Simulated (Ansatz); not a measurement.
# Quasi-harmonic thermodynamics of BeTe (F-43m), part 2 of 3

Aim: the lattice, expansion, heat capacity and bulk modulus of BeTe as it warms.

Experimental results on record:
- bulk modulus 67 GPa near room temperature (given in “High-Throughput Prediction of Finite-Temperature Properties using the Quasi-Harmonic Approximation”, 2016, arXiv:1603.06924)

Ansatz 0.2.0; DFT RPBE, scalar-relativistic, plane waves, PAW.

So far. Step 2 (Probe on a coarse mesh): The start is under 6.0 GPa at this level and looks like an insulator or semiconductor on this mesh. Step 5 (Relaxing to small residual forces and stress): The residual pressure is -0.0048 GPa, small enough for phonons. The relaxed cell has a = 5.717 Å (conventional setting).

The database entry behind the starting cell differs from later determinations by our own check (an axis about 1.5 % short against later determinations), so it need not match the best structure at ambient conditions.

## 7. The quasi-harmonic study, q-mesh 2×2×2

The study relaxes the crystal at several strains, solves the phonons on some of them and minimises the free energy at each temperature (static energy, vibrations, the electrons in a metal, and PV under a set pressure); the q-mesh sets how far the force constants reach.

Contents of input.yaml:

```yaml
crystal:
  lattice:
    - [0.0, 2.8584041498, 2.8584041498]
    - [2.8584041498, 0.0, 2.8584041498]
    - [2.8584041498, 2.8584041498, 0.0]
  atoms:
    - { symbol: Be, position: [0.0, 0.0, 0.0] }
    - { symbol: Te, position: [0.25, 0.25, 0.25] }
kpoints:
  mp_grid: { grid: [8, 8, 8] }
hamiltonian:
  xc: rpbe
scf:
  occupations: { method: fixed }
output:
  eigenvalues: true
phonons:
  method: dfpt
  qmesh: [2, 2, 2]
  temperatures: { t_max: 800.0, t_step: 50 }
  thermal_expansion: {}
```

Run with:

```sh
> ansatz run input.yaml --threads 2 --pin off --max-ram 5120MiB --backend cpu --events-out ev --progress --plain --runs-dir out
```

Numbers of over 12 decimals in the logs are rounded to 6 here.

The log of the run:

```text
Warning: phonons: the dynamical matrix that this run interpolates holds no multipole term above the dipole-dipole one, and a site of this crystal is no centre of inversion, so its interpolated transverse optical and acoustic branches and sound speeds can stay off near Gamma, and the density of states and the thermodynamics with them. What a run solves at a wave vector of phonons.qpoints, Gamma apart, where the deck admits one, is free of this, and under fd what a larger phonons.supercell samples
[...]
Crystal: 2 atoms, lattice volume = 46.709 Å³
Basis set: ecut = 487.2 eV, 1139 PW (Γ), exchange–correlation on 60×60×60 points (8 copies of the dense FFT grid, shifted against one another)
Bands: 13, of which v1, the nominal top of the filled ones, is band 9 counted from 1 (8 counted from 0)
Symmetry: 24 space group operations
[...]
k-points: 29 of 512 (time reversal used)
[...]
SCF iter   1: F=—  HF=-7083.247678 eV  |F-HF|=—  |Δ(HF+E_count)|=         —  Δρ=1.51e-3  dr2=9.56e-4  ethr=1.77e-3  ⟨swp⟩=5.6  Hψ=2057  notcnv=0  defer=41
[...]
SCF iter   8: F=-7083.247991 eV  HF=-7083.247991 eV  |F-HF|=9.09e-13  |Δ(HF+E_count)|=  2.36e-10  Δρ=7.21e-8  dr2=4.62e-12  ethr=1.00e-12  ⟨swp⟩=7.0  Hψ=2412  notcnv=0
SCF 1 converged in 8 iterations: F = -7083.247991 eV  dr2 = 4.62e-12
[...]
relax step   1: F+E_penalty+E_count = -7083.24799083 eV  Δ(F+E_penalty+E_count) = +0.000e0 eV  max|allowed force component| = 1.388e-16 eV/Å  Δτ_max = 0.0000 Å  (8 SCF iters, accepted)
SCF converged after 8 iterations
Free energy (F): -7083.247991 eV
[...]
Internal energy: -7083.247991 eV  (E = F + TS)
E sigma→0 (E₀):  -7083.247991 eV
Fermi energy:    6.910883 eV
[...]
--- Stress (GPa, compression-positive) ---
       -0.005764      -0.000000      -0.000000
       -0.000000      -0.005764       0.000000
       -0.000000       0.000000      -0.005764
  P = ⅓ Tr σ = -0.0058 GPa (-0.058 kbar)
--- Band table (eV; the first three rows and the last of 29) ---
  k-point 0: bands = [... 5 lower, -5.0755, 6.9109, 6.9109, 6.9109, 10.5104, 10.5991, 10.5991, 10.5991]
  k-point 1: bands = [... 5 lower, -4.9376, 5.6650, 6.6958, 6.6958, 10.4298, 10.9214, 10.9214, 11.8450]
  k-point 2: bands = [... 5 lower, -4.5594, 3.7625, 6.2878, 6.2878, 10.1882, 11.4359, 11.4359, 13.7993]
  k-point 28: bands = [... 5 lower, -3.3638, 2.5145, 3.4789, 3.9426, 12.2815, 12.4484, 12.5974, 12.9419]
── thermal expansion: 3 new cells, 3 in all ──
thermal expansion: relaxation of cell 2
thermal expansion: relaxation of cell 3
── thermal expansion: 2 new cells, 5 in all ──
thermal expansion: relaxation of cell 4
thermal expansion: lower-state search of cell 4
thermal expansion: phonons of cell 4
thermal expansion: relaxation of cell 5
thermal expansion: phonons of cell 5
── thermal expansion: 5 new cells, 10 in all ──
thermal expansion: relaxation of cell 6
thermal expansion: relaxation of cell 7
thermal expansion: relaxation of cell 8
thermal expansion: relaxation of cell 9
thermal expansion: relaxation of cell 10
thermal expansion: phonons of cell 6
thermal expansion: phonons of cell 7
WARN: thermal expansion: narrow_supercell: the supercell is narrow for a crystal that has a band gap and may be polar, so the expansion can be far off: type phonons.supercell or phonons.qmesh [3, 3, 3] or more in a new run
--- Relaxed structure (1 steps of the walk, 1 accepted, 0 SCFs on fresh bases) ---
  F+E_penalty+E_count = -7083.24799083 eV   max|allowed force component| = 1.388e-16 eV/Å
  atoms:
    - { symbol: Be, position: [0.0, 0.0, 0.0] }
    - { symbol: Te, position: [0.25, 0.25, 0.25] }
--- Thermal expansion: 10 cells in 3 rounds, 0 GPa ---
  no lower state was reached at cell 4
  without vibrations: a 4.04225, b 4.04225, c 4.04225 Å, V 46.7039 Å³, B 52.65 GPa
  at 0 K: a 4.05370, b 4.05370, c 4.05370 Å, V 47.1019 Å³, B 51.51 GPa
  zero-point expansion: a +0.283, b +0.283, c +0.283, V +0.852 %
      T/K        a/Å        b/Å        c/Å       V/Å³ | expansion of a, b, c, V (1e-6/K)   | that of V in the mean from 25 °C | C_P, C_V (J/mol K of the cell) | B_T, B_S (GPa)
     0.00    4.05370    4.05370    4.05370    47.1019 |    0.00    0.00    0.00    0.00 |   12.52 |     0.000     0.000 |    51.51    51.51
   100.00    4.05405    4.05405    4.05405    47.1141 |    2.35    2.35    2.35    7.05 |   17.53 |    22.740    22.733 |    51.36    51.37
   200.00    4.05581    4.05581    4.05581    47.1755 |    6.17    6.17    6.17   18.52 |   22.16 |    35.566    35.467 |    50.84    50.99
   298.15    4.05875    4.05875    4.05875    47.2784 |    8.37    8.37    8.37   25.12 |       - |    42.183    41.914 |    50.17    50.49
   350.00    4.06059    4.06059    4.06059    47.3427 |    9.08    9.08    9.08   27.23 |   26.25 |    44.180    43.812 |    49.78    50.20
   450.00    4.06448    4.06448    4.06448    47.4788 |    9.99    9.99    9.99   29.96 |   27.92 |    46.593    46.026 |    49.02    49.62
   550.00    4.06867    4.06867    4.06867    47.6258 |   10.59   10.59   10.59   31.77 |   29.18 |    48.015    47.247 |    48.24    49.02
   650.00    4.07308    4.07308    4.07308    47.7808 |   11.05   11.05   11.05   33.15 |   30.20 |    48.955    47.981 |    47.45    48.41
   750.00    4.07766    4.07766    4.07766    47.9422 |   11.43   11.43   11.43   34.30 |   31.08 |    49.641    48.452 |    46.64    47.78
   800.00    4.08001    4.08001    4.08001    48.0252 |   11.61   11.61   11.61   34.83 |   31.48 |    49.925    48.627 |    46.23    47.47
  the static fit leaves 0.000 meV an atom of the energies and, of the stresses, 0.000 GPa of each cell's largest along a strain (root mean squares over the cells), whose Pulay part it has at -0.006 GPa
  vibrations' free energy: its fit passes through its cells
  the electrons' free energy at temperature is not in it: every band gap is over 0.83 eV
  free energies summed between the sampled wave vectors
  estimated error of the fitted expansion in any direction: up to 0.037e-6/K, at 800 K, with few degrees of freedom (an estimate, not a bound: it was exceeded on models of known expansion)
  by sums over the sampled wave vectors an expansion of the volume parts by up to 3.20e-6/K
  by a static energy of one degree less an expansion of the volume parts by up to 0.02e-6/K
  band gaps on the cells' k-points are 2.120 to 2.321 eV
  narrow_supercell: the supercell is narrow for a crystal that has a band gap and may be polar, so the expansion can be far off: type phonons.supercell or phonons.qmesh [3, 3, 3] or more in a new run
```

Elapsed: 2.7 min, on 2 threads of Arm Neoverse V2, shared host; peak memory 0.7 GiB.

Numbers from this step:

- pressure: -0.005764 GPa
- volume expansion coefficient at 298 K: 25.12 1e-6/K
- C_P at 298 K: 21.09 J/mol-atom/K
- entropy at 298 K: 27.63 J/mol-atom/K
- isothermal bulk modulus at 298 K: 50.17 GPa
- Grüneisen parameter at 298 K: 0.8562
- volume at 298 K: 23.64 Å³/atom
- principal linear expansion coefficients at 298 K: 8.375, 8.375, 8.375 1e-6/K

Strained cells of the study; zero-point energy where phonons were solved; the pressures are stresses at a fixed cutoff and can carry an offset from the finite basis. Expansion cells, by row:

| cell | \|a\| (Å) | \|b\| (Å) | \|c\| (Å) | V (Å³/atom) | E - E_lowest (meV/atom) | pressure, compression positive (GPa) | gap (eV) | zero-point energy (meV/atom) |
| --- | --- | --- | --- | --- | --- | --- | --- | --- |
| 1 | 4.042 | 4.042 | 4.042 | 23.35 | 0 | -0.012 | 2.193 | - |
| 2 | 4.075 | 4.075 | 4.075 | 23.92 | 2.176 | -1.21 | 2.249 | - |
| 3 | 4.01 | 4.01 | 4.01 | 22.8 | 2.206 | 1.308 | 2.135 | - |
| 4 | 4.043 | 4.043 | 4.043 | 23.36 | 0 | -0.016 | 2.193 | 50.54 |
| 5 | 4.063 | 4.063 | 4.063 | 23.71 | 0.871 | -0.78 | 2.229 | 49.58 |
| 6 | 4.076 | 4.076 | 4.076 | 23.95 | 2.401 | -1.269 | 2.252 | 48.93 |
| 7 | 4.093 | 4.093 | 4.093 | 24.25 | 5.332 | -1.848 | 2.28 | 48.13 |
| 8 | 4.002 | 4.002 | 4.002 | 22.67 | 3.46 | 1.655 | 2.12 | - |
| 9 | 4.022 | 4.022 | 4.022 | 23.01 | 0.844 | 0.795 | 2.157 | - |
| 10 | 4.119 | 4.119 | 4.119 | 24.71 | 11.81 | -2.662 | 2.321 | - |

Quasi-harmonic; a, b, c are the run's own cell vectors. Expansion, by row:

| T (K) | a (Å) | b (Å) | c (Å) | alpha (deg) | beta (deg) | gamma (deg) | cell volume (Å³/cell) | alpha_a (1e-6/K) | alpha_b (1e-6/K) | alpha_c (1e-6/K) | alpha_V (1e-6/K) | C_P (J/mol-atom/K) | C_V (J/mol-atom/K) | S (J/mol-atom/K) | B_T (GPa) | B_S (GPa) | Grueneisen | extrapolation | fit error (1e-6/K) |
| --- | --- | --- | --- | --- | --- | --- | --- | --- | --- | --- | --- | --- | --- | --- | --- | --- | --- | --- | --- |
| 0 | 4.054 | 4.054 | 4.054 | 60 | 60 | 60 | 47.1 | 0 | 0 | 0 | 0 | 0 | 0 | 0 | 51.51 | 51.51 | - | 0 | 0 |
| 50 | 4.054 | 4.054 | 4.054 | 60 | 60 | 60 | 47.1 | 0.77 | 0.77 | 0.77 | 2.32 | 6.614 | 6.614 | 3.592 | 51.48 | 51.48 | 0.257 | 0 | 0 |
| 100 | 4.054 | 4.054 | 4.054 | 60 | 60 | 60 | 47.11 | 2.35 | 2.35 | 2.35 | 7.05 | 11.37 | 11.37 | 9.818 | 51.36 | 51.37 | 0.452 | 0 | 0 |
| 150 | 4.055 | 4.055 | 4.055 | 60 | 60 | 60 | 47.14 | 4.39 | 4.39 | 4.39 | 13.16 | 14.96 | 14.94 | 15.12 | 51.14 | 51.2 | 0.64 | 0 | 0.01 |
| 200 | 4.056 | 4.056 | 4.056 | 60 | 60 | 60 | 47.18 | 6.17 | 6.17 | 6.17 | 18.52 | 17.78 | 17.73 | 19.84 | 50.84 | 50.99 | 0.754 | 0 | 0.01 |
| 250 | 4.057 | 4.057 | 4.057 | 60 | 60 | 60 | 47.22 | 7.48 | 7.48 | 7.48 | 22.43 | 19.77 | 19.68 | 24.03 | 50.51 | 50.74 | 0.819 | 0 | 0.01 |
| 298.1 | 4.059 | 4.059 | 4.059 | 60 | 60 | 60 | 47.28 | 8.37 | 8.37 | 8.37 | 25.12 | 21.09 | 20.96 | 27.63 | 50.17 | 50.49 | 0.856 | 0 | 0.01 |
| 300 | 4.059 | 4.059 | 4.059 | 60 | 60 | 60 | 47.28 | 8.4 | 8.4 | 8.4 | 25.21 | 21.13 | 21 | 27.76 | 50.15 | 50.48 | 0.857 | 0 | 0.01 |
| 350 | 4.061 | 4.061 | 4.061 | 60 | 60 | 60 | 47.34 | 9.08 | 9.08 | 9.08 | 27.23 | 22.09 | 21.91 | 31.1 | 49.78 | 50.2 | 0.882 | 0 | 0.01 |
| 400 | 4.062 | 4.062 | 4.062 | 60 | 60 | 60 | 47.41 | 9.59 | 9.59 | 9.59 | 28.76 | 22.78 | 22.55 | 34.09 | 49.4 | 49.92 | 0.9 | 0 | 0.01 |
| 450 | 4.064 | 4.064 | 4.064 | 60 | 60 | 60 | 47.48 | 9.99 | 9.99 | 9.99 | 29.96 | 23.3 | 23.01 | 36.81 | 49.02 | 49.62 | 0.912 | 0 | 0.01 |
| 500 | 4.067 | 4.067 | 4.067 | 60 | 60 | 60 | 47.55 | 10.31 | 10.31 | 10.31 | 30.94 | 23.69 | 23.36 | 39.28 | 48.63 | 49.33 | 0.922 | 0 | 0.01 |
| 550 | 4.069 | 4.069 | 4.069 | 60 | 60 | 60 | 47.63 | 10.59 | 10.59 | 10.59 | 31.77 | 24.01 | 23.62 | 41.56 | 48.24 | 49.02 | 0.93 | 0 | 0.01 |
| 600 | 4.071 | 4.071 | 4.071 | 60 | 60 | 60 | 47.7 | 10.83 | 10.83 | 10.83 | 32.5 | 24.26 | 23.83 | 43.66 | 47.84 | 48.72 | 0.937 | 0 | 0.01 |
| 650 | 4.073 | 4.073 | 4.073 | 60 | 60 | 60 | 47.78 | 11.05 | 11.05 | 11.05 | 33.15 | 24.48 | 23.99 | 45.61 | 47.45 | 48.41 | 0.943 | 0 | 0.01 |
| 700 | 4.075 | 4.075 | 4.075 | 60 | 60 | 60 | 47.86 | 11.25 | 11.25 | 11.25 | 33.74 | 24.66 | 24.12 | 47.43 | 47.04 | 48.1 | 0.948 | 0 | 0.02 |
| 750 | 4.078 | 4.078 | 4.078 | 60 | 60 | 60 | 47.94 | 11.43 | 11.43 | 11.43 | 34.3 | 24.82 | 24.23 | 49.14 | 46.64 | 47.78 | 0.953 | 0 | 0.03 |
| 800 | 4.08 | 4.08 | 4.08 | 60 | 60 | 60 | 48.03 | 11.61 | 11.61 | 11.61 | 34.83 | 24.96 | 24.31 | 50.74 | 46.23 | 47.47 | 0.958 | 0 | 0.04 |

The expansion coefficient by temperature; values in 1e-6/K:

| temperature (K) | volume | principal 1 |
| --- | --- | --- |
| 0 | 0 | 0 |
| 50 | 2.32 | 0.77 |
| 100 | 7.05 | 2.35 |
| 150 | 13.2 | 4.39 |
| 200 | 18.5 | 6.17 |
| 250 | 22.4 | 7.48 |
| 298 | 25.1 | 8.37 |
| 300 | 25.2 | 8.4 |
| 350 | 27.2 | 9.08 |
| 400 | 28.8 | 9.59 |
| 450 | 30.0 | 9.99 |
| 500 | 30.9 | 10.3 |
| 550 | 31.8 | 10.6 |
| 600 | 32.5 | 10.8 |
| 650 | 33.1 | 11.1 |
| 700 | 33.7 | 11.2 |
| 750 | 34.3 | 11.4 |
| 800 | 34.8 | 11.6 |

At 298 K the volume expansion is 25.1 × 10⁻⁶/K and B_T is 50.2 GPa. The log warns that this q-mesh is too narrow, so the figure can be far off. The program raised the cutoff to 487.2 eV by itself: with no cutoff typed, the study takes about 1.16 times the default for its relaxations and scales it with the volume for the phonons.

(Continued in part 3 of 3.)

[Logs are printed without paths, hosts, clocks, repeated set-up lines and the standing remarks that a program may print on its own settings, such as how far it seeks lower states.]

[Hosts, paths, dates, database ids (printed as entryN), source tags and the programs' standing remarks are cut or masked in the printed files.]

[A step with changed settings may run another functional than the one named; its input shows which.]
